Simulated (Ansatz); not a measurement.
## How far PBE and PBEsol part for LaAlO3

Start from LaAlO₃ (space group R-3c, No. 167; a = 5.412 Å, c = 13.193 Å (hexagonal axes)).

(Cell as relaxed with PBE.)

Levels (all Ansatz, a program for electronic structure, PAW, earlier PAW set): PBE (420 eV, without spin-orbit coupling); PBEsol (420 eV, without spin-orbit coupling).

Each level relaxes its own structure.

```json
[
 {"quantity": "volume per atom", "PBE": "11.16 Å³", "PBEsol": "…"},
 {"quantity": "lattice parameter a", "PBE": "5.412 Å", "PBEsol": "…"},
 {"quantity": "lattice parameter c", "PBE": "13.193 Å", "PBEsol": "…"},
 {"quantity": "band gap", "PBE": "4.02 eV", "PBEsol": "…"},
 {"quantity": "gap character", "PBE": "indirect, F → Γ", "PBEsol": "…"}
]
```

Task: Predict the PBEsol column.

Result: 
- volume per atom, PBEsol: 10.79 Å³
- lattice parameter a, PBEsol: 5.353 Å
- lattice parameter c, PBEsol: 13.048 Å
- band gap, PBEsol: 3.94 eV
- gap character, PBEsol: indirect, F → Γ

PBE's volume per atom lies 0.364 Å³ above PBEsol's (3.4 %); PBE's lattice parameter a lies 0.0596 Å above PBEsol's (1.1 %); PBE's lattice parameter c lies 0.145 Å above PBEsol's (1.1 %); PBE's band gap lies 0.08 eV above PBEsol's; the two agree on the gap character. Neither level is exact; PBEsol is the comparison here, not a measurement.

Gaps are Kohn–Sham eigenvalue differences; semilocal functionals usually give less than the measured gap. No phonon test of stability was made.
